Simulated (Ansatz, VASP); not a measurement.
# Cross-check of Zn16HSe15N (N-H pair in ZnSe) between VASP and Ansatz

One calculation is typed for both programs; each brings its own data sets. How far apart do they land? The cell is taken from a series of runs on this material, whose earlier steps may have relaxed, scaled, displaced or heated it; both programs get it as it stands.

Program: Ansatz 0.2.0. Level of theory: plane waves, with VASP 6.6.1 beside it; single point at HSE06. Results are calculated unless marked as measured.

## 1. The structure

The cell holds 33 atoms: 16 Zn, 15 Se, 1 N and 1 H. Cell: a = 9.928 Å, b = 9.928 Å, c = 9.928 Å, α = 109.5°, β = 109.5°, γ = 109.5°. It derives from ZnSe (ZnSe (F-43m)). Nearest the centre at fractional (0.460, 0.710, 0.460): H33 at 0.53 Å, N32 at 0.79 Å, Zn16 at 2.30 Å, Zn9 at 2.30 Å, Zn12 at 2.31 Å, Zn7 at 2.79 Å, Se23 at 3.78 Å, Se22 at 3.78 Å.

## 2. VASP: single point, HSE06

With cell and atoms fixed, the geometry can't cause a difference; cores, projectors, grids and the points listed under the comparison can.

Lines of VASP's logs that name or quote its potential files are left out, and so is its time.

The run reads the wave functions of an earlier VASP run, which isn't shown here.

INCAR

```
SYSTEM = Zn16HSe15N
PREC = Accurate
ENCUT = 520
EDIFF = 1E-06
NELM = 100
ISMEAR = -1
SIGMA = 0.01
LREAL = Auto
ALGO = Normal
LHFCALC = .TRUE.
AEXX = 0.25
GGA = PE
HFSCREEN = 0.208
LASPH = .TRUE.
NBANDS = 167
PRECFOCK = Fast
LORBIT = 11
LWAVE = .FALSE.
LCHARG = .FALSE.
ISIF = 2
```

POSCAR

```
Zn16HSe15N
1.0
   -5.7318292421      5.7318292421     -5.7318292421
    5.7318292421      5.7318292421      5.7318292421
    5.7318292421     -5.7318292421     -5.7318292421
Zn Se N H
16 15 1 1
Direct
    0.9977389509      0.9939441825      0.9979059932
    0.9977354714      0.2477448058      0.7440977472
    0.0000597086      0.5036546696      0.5075797969
    0.0000665903      0.7574204474      0.2538254761
    0.2447479891      0.9935483112      0.7437161939
    0.2536454026      0.2500899216      0.5075682115
    0.1791586070      0.4291774160      0.1793355069
    0.2536501773      0.7574148612      0.0002546597
    0.5155786109      0.9734227032      0.5157633536
    0.5074117327      0.2500843259      0.2538217382
    0.5073968764      0.5036624987      0.0002486351
    0.5155638576      0.7655771896      0.7235857719
    0.7435262106      0.9935356180      0.2449229891
    0.7439365130      0.2477464354      0.9979089331
    0.7435419766      0.4947683758      0.7437104648
    0.7233887925      0.7656032236      0.5157652589
    0.9990196633      0.0009221095      0.7510828118
    0.9978508379      0.2478602396      0.4958076856
    0.9947996616      0.5004451652      0.2506088508
    0.9978574889      0.7456542356      0.9980327332
    0.2588710632      0.9976172047      0.5007314827
    0.2504329441      0.2448096369      0.2505965665
    0.2504226887      0.5004342175      0.9949671463
    0.2588633562      0.7505593932      0.7477763600
    0.5005427418      0.9976019910      0.2590431452
    0.4956464573      0.2478727792      0.9980311351
    0.5005498498      0.5088772341      0.7477664883
    0.7509014994      0.0009102319      0.9991811340
    0.7509088638      0.2490286671      0.7510805266
    0.7475846061      0.5088840820      0.5007135091
    0.7475851089      0.7505487091      0.2590458272
    0.5398763987      0.7899094268      0.5400837108
    0.4067080078      0.6567516255      0.4069230328
```

KPOINTS

```
Automatic mesh
0
Gamma
1 1 1
0 0 0
```

PAW data sets: Zn, Se, N and H (PBE family, release 64).

Launch:

```bash
> export OMP_NUM_THREADS=3
> mpirun -np 1 vasp_gam
```

Numbers of over 12 decimals in the logs are rounded to 6 here.

What it wrote:

```text
[banner, memory and clock lines left out]
running    1 mpi-ranks, on    1 nodes
[...]
Offloading initialized ...    1 GPUs detected
[...]
LDA part: xc-table for (Slater+PW92), standard interpolation
 found WAVECAR, reading the header
 POSCAR, INCAR and KPOINTS ok, starting setup
[...]
reading WAVECAR
 the WAVECAR file was read successfully
 initial charge from wavefunction
 entering main loop
       N       E                     dE             d eps       ncg     rms          rms(c)
DAV:   1    -0.124745092797E+03   -0.12475E+03   -0.14085E+01   436   0.346E+01    0.864E+00
DAV:   2    -0.124627450852E+03    0.11764E+00   -0.46355E+00   380   0.130E+01    0.454E+00
DAV:   3    -0.124641210744E+03   -0.13760E-01   -0.45042E-01   380   0.352E+00    0.280E+00
DAV:   4    -0.124641065497E+03    0.14525E-03   -0.50788E-02   356   0.115E+00    0.159E+00
[...]
DAV:  11    -0.124637694920E+03    0.44906E-05   -0.22643E-06   220   0.738E-03    0.208E-02
DAV:  12    -0.124637692953E+03    0.19666E-05   -0.12092E-06   189   0.669E-03    0.116E-02
DAV:  13    -0.124637691976E+03    0.97740E-06   -0.58857E-07   181   0.568E-03
   1 F= -.12463769E+03 E0= -.12463769E+03  d E =-.297088E-13
```

OUTCAR, selected parts (step 2):

```text
  Total       -9.7276678     -9.7392960     -9.7271781     -0.2622561      0.2700438      0.2707268
  in kB      -20.6909099    -20.7156433    -20.6898683     -0.5578231      0.5743875      0.5758404
  external PRESSURE =     -20.6988072 kB  Pullay stress =       0.0000000 kB

 POSITION                                       TOTAL-FORCE (eV/Angst)
 -----------------------------------------------------------------------------------
      5.69808      5.69616     -5.74158         0.005657      0.005213     -0.017877
     -0.03378      2.87384     -8.56386         0.005376      0.018274     -0.005225
      5.79588     -0.02216     -0.02284        -0.003272      0.004020      0.001850
      5.79591      2.88690      2.88614        -0.003557     -0.001364     -0.003767
      8.55485      2.83485      0.02914        -0.015188      0.009250     -0.009021
      2.88891     -0.02197     -2.92967        -0.002141      0.003608      0.002960
      2.46099      2.45896      0.40514         0.045069      0.045323     -0.045486
      2.88895      5.79379      2.88603        -0.002251     -0.003238     -0.003562
      5.58055      5.57843     -0.33198        -0.007602     -0.007829      0.159458
     -0.02009      2.88698     -2.92982         0.003450     -0.001800      0.003868
     -0.01998      5.79379     -0.02283         0.003333     -0.003153      0.002060
      5.58050      3.19581     -2.71444        -0.007620     -0.158546      0.007828
      2.83687      8.55269      0.02915         0.008374     -0.014674     -0.008541
      2.87577     -0.03569     -8.56392         0.017967      0.005326     -0.005440
[...]
-----------------------------------------------------------------------------------
    total drift:                               -0.013415     -0.020312      0.013081

  FREE ENERGIE OF THE ION-ELECTRON SYSTEM (eV)
  ---------------------------------------------------
  free  energy   TOTEN  =      -124.6376919757 eV

  energy  without entropy=     -124.6376919757  energy(sigma->0) =     -124.63769198

[... 3 further parts left out ...]
[key lines of the parts left out:]
E-fermi :   0.8345
```

The run ends at a pressure of -2.07 GPa, with forces up to 5.0 eV/Å.

[end of part 1 of 2]

[Lines on the potential files, build, host, timing and source positions are cut from VASP's logs without a mark.]

[Logs are printed without paths, hosts, clocks, repeated set-up lines and the standing remarks that a program may print on its own settings, such as how far it seeks lower states.]

[Hosts, paths, dates, database ids (printed as entryN), source tags and the programs' standing remarks are cut or masked in the printed files.]
